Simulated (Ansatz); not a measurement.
# TaN (P6_3/mmc) in Ansatz: settings compared

Aim: see how the results for TaN move with the level of theory and the settings. Levels: LDA, PBE. Tasks: phonons, band structure.

Program: Ansatz 0.2.0. These are calculated values, not measurements. Logs are shortened: lines on timing, memory, paths and dates and some standing lists are left out, and cuts for length are marked.

## (1) The structure

The structure is hexagonal, space group P6_3/mmc (No. 194). The conventional cell has a = 2.922 Å, b = 2.922 Å, c = 5.917 Å, α = 90.00°, β = 90.00°, γ = 120.00°. Ta (site symmetry -3m) has 6 N at 2.24 Å as nearest neighbours. N (site symmetry -6m2) has 6 Ta at 2.24 Å as nearest neighbours.

The cell comes from a database or a generator and needn't be the stable form of this composition.

## (2) Phonons, LDA

The input, input.yaml:

```yaml
crystal:
  lattice:
    - [2.9217699809, 0.0, 0.0]
    - [-1.4608849905, 2.5303270275, 0.0]
    - [0.0, 0.0, 5.916515]
  atoms:
    - { symbol: Ta, position: [0.0, 0.0, 0.5] }
    - { symbol: Ta, position: [0.0, 0.0, 0.0] }
    - { symbol: "N", position: [0.3333333333, 0.6666666667, 0.25] }
    - { symbol: "N", position: [0.6666666667, 0.3333333333, 0.75] }
hamiltonian:
  xc: lda
  pseudopotentials: { kind: paw }
kpoints:
  mp_grid: { grid: [7, 7, 4] }
scf:
  occupations: { method: fermi_dirac, width: 0.05 }
phonons:
  method: dfpt
```

Potentials or basis: Ansatz PAW.

Command:

```sh
$ ansatz run input.yaml --threads 2 --pin off --max-ram 5632MiB --backend cpu --events-out ev --progress --plain --runs-dir out
```

The log of the run:

```text
Warning: RAYON_NUM_THREADS=2 ignored (pool sized by the plan → 2); use --threads N
Engine: ansatz 0.2.0, aarch64-unknown-linux-gnu
Pseudopotentials: kind: paw
Pseudopotential: Ta, paw, valence charge 13, recommended cutoff 420 eV (normal), Ta.paw.azcp
Pseudopotential: N, paw, valence charge 5, recommended cutoff 420 eV (normal), N.paw.azcp
Functional definition: SPW92
  exchange = slater_x
  correlation = pw_c
Crystal: 4 atoms, lattice volume = 43.741 Å³
Basis set: ecut = 420 eV, 847 PW (Γ), exchange–correlation on 40×40×80 points (8 copies of the dense FFT grid, shifted against one another)
Bands: 22, of which v1, the nominal top of the filled ones, is band 18 counted from 1 (17 counted from 0)
Symmetry: 24 space group operations
k-points: 60 of 196 (irreducible under 2 space group operations, time reversal used)
Non-local potential: Ta, projectors of the file, l = 0: 3, l = 1: 2, l = 2: 2, l = 3: 1
Non-local potential: N, projectors of the file, l = 0: 2, l = 1: 2, l = 2: 1
PAW form: soft (Blöchl's): semilocal exchange-correlation on the pseudo side does not see the compensation charge
PAW frozen core: Ta, regenerated for the run's functional, and the local potential with it (the file was generated under x = pbe(κ = 0.804, μ = 0.2195149727645171), c = pbe(β = 0.06672455060314922))
PAW frozen core: N, regenerated for the run's functional, and the local potential with it (the file was generated under x = pbe(κ = 0.804, μ = 0.2195149727645171), c = pbe(β = 0.06672455060314922))
PAW one-centre angular grid: Ta, 590 points (default); XC on 64 Gauss nodes
PAW one-centre angular grid: N, 110 points (default); XC on 64 Gauss nodes
Initial density: superposition of atomic densities (neutral atoms: chi_scale 0, normalization atom), corrected by the library's trained network
Initial wavefunctions: pseudopotential atomic-orbital guess
Functional: x = slater, c = lda
SCF iter   1: F=—  HF=-20117.632425 eV  |F-HF|=—  |Δ(HF+E_count)|=         —  Δρ=1.54e-2  dr2=9.36e-2  ethr=1.77e-3  ⟨swp⟩=5.8  Hψ=5985  notcnv=0
preconditioner: auto → Kerker (q_TF=auto, 2.641 Å⁻¹)  [metal: Δε(μ)=0.082 eV  Ē_g=9.217 eV  σ=0.050 eV  W_gap=0.36  n_scr=10 (ndim 8)  ℏωp=25.1 eV  f_vac=0.000  D(μ)=1.27/eV (n_scr^D=4)]
SCF iter   2: F=—  HF=-20117.611550 eV  |F-HF|=—  |Δ(HF+E_count)|=   2.09e-2  Δρ=5.43e-3  dr2=8.64e-3  ethr=2.60e-4  ⟨swp⟩=2.0  Hψ=2165  notcnv=0
SCF iter   3: F=—  HF=-20117.609398 eV  |F-HF|=—  |Δ(HF+E_count)|=   2.15e-3  Δρ=2.77e-3  dr2=2.67e-3  ethr=2.40e-5  ⟨swp⟩=1.1  Hψ=1347  notcnv=0
SCF iter   4: F=—  HF=-20117.608508 eV  |F-HF|=—  |Δ(HF+E_count)|=   8.90e-4  Δρ=3.93e-4  dr2=6.99e-5  ethr=7.42e-6  ⟨swp⟩=2.1  Hψ=1868  notcnv=0
SCF iter   5: F=—  HF=-20117.608493 eV  |F-HF|=—  |Δ(HF+E_count)|=   1.48e-5  Δρ=1.11e-4  dr2=4.47e-6  ethr=1.94e-7  ⟨swp⟩=2.0  Hψ=1879  notcnv=0
SCF iter   6: F=—  HF=-20117.608492 eV  |F-HF|=—  |Δ(HF+E_count)|=   1.37e-6  Δρ=1.76e-5  dr2=1.18e-7  ethr=1.24e-8  ⟨swp⟩=2.0  Hψ=1837  notcnv=0
SCF iter   7: F=—  HF=-20117.608492 eV  |F-HF|=—  |Δ(HF+E_count)|=   5.30e-7  Δρ=2.53e-6  dr2=2.46e-9  ethr=3.28e-10  ⟨swp⟩=2.1  Hψ=1906  notcnv=0
SCF iter   8: F=—  HF=-20117.608492 eV  |F-HF|=—  |Δ(HF+E_count)|=  2.00e-10  Δρ=4.32e-7  dr2=5.18e-11  ethr=6.82e-12  ⟨swp⟩=2.2  Hψ=1985  notcnv=0
SCF iter   9: F=-20117.608492 eV  HF=-20117.608492 eV  |F-HF|=7.28e-12  |Δ(HF+E_count)|=  3.64e-12  Δρ=6.58e-8  dr2=1.54e-12  ethr=1.00e-12  ⟨swp⟩=6.2  Hψ=5936  notcnv=0
SCF 1 converged in 9 iterations: F = -20117.608492 eV  dr2 = 1.54e-12
DFPT response loops at Γ: preconditioner auto → Kerker (q_TF=auto, 2.641 Å⁻¹) (partly filled bands, converged f_vac=0.000); β = 1.00, the filter's whole step (`scf.mixing.beta` (0.50) is not read by the response loops under this deck's `scf.mixing.preconditioner`; to damp them name `kerker` or `kerker_dos`, under which they read `scf.mixing.beta`, and type it under 1.00, their step now; both keys bind the ground state too); Broyden in place of MSR1
SCF converged after 9 iterations
Free energy (F): -20117.608492 eV
Harris-Foulkes:  -20117.608492 eV  (|F-HF|=7.28e-12)
Internal energy: -20117.597252 eV  (E = F + TS)
E sigma→0 (E₀):  -20117.602872 eV
Entropy (-TS):   -0.011240 eV (-2.810 meV/atom)
Fermi energy:    19.477357 eV
--- Per-component energies (eV) ---
  E_band       = -123.965720
  E_kinetic    = 996.232953
  E_local      = -1233.471891  (includes V_loc(G=0)·N_el)
  E_nonlocal   = 133.724843
  E_hartree    = 409.561493
  E_xc         = -554.515643
  E_vxc        = -562.570383  (∫ρ·V_xc dr)
  E_paw        = -16534.257436  (= ΣΔE_a)
  E_vpaw       = -277.004635  (= ΣTr[D̂ρ^β])
  E_aug_tail   = 0.000411  (compensation charges beyond the density's cutoff)
  E_ewald      = -3335.549875
  E_core_change = 0.677894  (= ΣΔE_core)
  E_smearing   = -0.011240  (= −TS)
  E_closure    = 0.000000  (closes the sum)
  Σ components = -20117.608492   (vs F -20117.608492, Δ=0.00e0)
--- Band table (eV; the first three rows and the last of 60) ---
  k-point 0: bands = ["-48.8663", "-48.8295", "-15.9536", "-15.2011", "-14.9576", "-14.9576", "-14.8964", "-14.8964", "2.2568", "4.6723", "10.3510", "14.7543", "14.7543", "15.2843", "16.1049", "17.6071", "17.6071", "19.2947", "19.2947", "20.0782", "20.0782", "21.8738"]
  k-point 1: bands = ["-48.8609", "-48.8349", "-15.8493", "-15.3177", "-14.9487", "-14.9487", "-14.9054", "-14.9054", "2.5503", "4.2182", "10.9902", "14.0998", "15.0031", "15.0031", "16.7834", "16.7834", "17.1911", "20.0686", "20.0686", "20.2444", "20.2444", "20.8280"]
  k-point 2: bands = ["-48.8479", "-48.8479", "-15.5897", "-15.5897", "-14.9271", "-14.9271", "-14.9271", "-14.9271", "3.3143", "3.3143", "12.4456", "12.4456", "15.7182", "15.7182", "15.7182", "15.7182", "18.8920", "18.8920", "20.5128", "20.5128", "20.5128", "20.5128"]
  k-point 59: bands = ["-48.7891", "-48.7643", "-15.8053", "-15.7200", "-15.6265", "-15.2552", "-15.1987", "-15.1637", "4.0930", "4.5317", "12.0175", "12.9045", "13.2975", "14.0003", "14.9323", "15.4524", "17.8575", "18.3338", "20.3490", "21.6827", "23.2000", "24.2300"]
--- Phonons (Γ-DFPT): 4 representative perturbations + reference, on 60 of 196 k-points (Σ response iterations 12) ---
  k mesh reduced under 2 symmetry operations, with k and −k counted as one. Each operation leaves every solved perturbation unchanged. A smaller set is not used because it would not reduce the number of displacements times k-points to solve
  ASR residual: 1.839e-4 → 0.000e0 eV/Å²; symmetrization residual: 1.533e-6 eV/Å²
  ASR residual per site (eV/Å²): 1.84e-4 1.84e-4 4.78e-5 4.78e-5
  Γ frequencies (cm⁻¹): 0.00 0.00 0.00 137.37 137.37 242.54 382.53 382.53 463.60 463.60 464.31 510.91
  non-analytic LO–TO correction: not included (Born effective charges unavailable; polar crystals: no LO–TO splitting at Γ)
```

Wall time 12 s (2 threads of Arm Neoverse V2, shared host); peak memory 0.49 GiB.

Results:

```yaml
Free_energy: -20117.6085 eV
Band_gap_on_the_k_mesh: none (metal or under the smearing width)
Highest_phonon_frequency_at_Γ: 511 cm⁻¹
```

Phonon frequencies in cm⁻¹ (negative: imaginary):
```csv
q point,frequencies
"(0.000, 0.000, 0.000)",0 0 0 137 137 243 383 383 464 464 464 511
```

Caveat: the PAW data sets come from PBE, with cores solved anew for the run's functional, which leaves a small shift of forces and pressure. The run has no spin-orbit coupling, so splittings on Ta are missing.

## (3) Band structure, PBE

input.yaml, as its differences from that of step 2:

```diff
@@ -11,9 +11,19 @@
 hamiltonian:
-  xc: lda
+  xc: pbe
   pseudopotentials: { kind: paw }
 kpoints:
-  mp_grid: { grid: [7, 7, 4] }
+  mp_grid: { grid: [10, 10, 5] }
+  band_path:
+    path:
+      - [[0.0, 0.0, 0.0], [0.5, 0.0, 0.0], [0.3333333333, 0.3333333333, 0.0], [0.0, 0.0, 0.0], [0.0, 0.0, 0.5], [0.5, 0.0, 0.5], [0.3333333333, 0.3333333333, 0.5], [0.0, 0.0, 0.5]]
+      - [[0.5, 0.0, 0.5], [0.5, 0.0, 0.0]]
+      - [[0.3333333333, 0.3333333333, 0.0], [0.3333333333, 0.3333333333, 0.5]]
+    npoints: 14
 scf:
   occupations: { method: fermi_dirac, width: 0.05 }
-phonons:
-  method: dfpt
+  n_extra_bands: 10
+output:
+  forces: true
+  stress: true
+  eigenvalues: true
+  fatbands: false
```

Potentials or basis: Ansatz PAW.

Command:

```sh
$ ansatz run input.yaml --threads 2 --pin off --max-ram 5632MiB --backend cpu --events-out ev --progress --plain --runs-dir out
```

Wall time 2.7 s (2 threads of Arm Neoverse V2, shared host); peak memory 0.32 GiB.

It converged, with:

- Free energy: -20636.1953 eV
- Pressure: -1.0 GPa
- Band gap on the k mesh: none (metal or under the smearing width)

Stress tensor (GPa, compression positive):
```
-1.10  0.00  0.00
 0.00 -1.10  0.00
 0.00  0.00 -0.96
```

Levels at the corners of the path, in eV from the Fermi level:
```
point  band 16  band 17  band 18  band 19  band 20  band 21
    Γ    -2.00    -2.00    -0.22    -0.22     0.56     0.56
    M    -3.69    -2.81    -2.11     2.84     3.92     4.80
    K    -3.86     0.21     0.21     0.95     0.95     2.00
    Γ    -2.00    -2.00    -0.22    -0.22     0.56     0.56
    A    -3.86    -0.67    -0.67     0.98     0.98     0.98
    L    -4.34    -2.20    -2.20     3.86     3.86     4.74
    H    -5.69    -0.42    -0.42     2.68     2.68     3.10
    A    -3.86    -0.67    -0.67     0.98     0.98     0.98
    L    -4.34    -2.20    -2.20     3.86     3.86     4.74
    M    -3.69    -2.81    -2.11     2.84     3.92     4.80
    K    -3.86     0.21     0.21     0.95     0.95     2.00
    H    -5.69    -0.42    -0.42     2.68     2.68     3.10
```

Caveat: the pressure holds a Pulay correction of +0.4 GPa for the finite cutoff; spin-orbit coupling is left out, which moves the levels of the heavy elements.
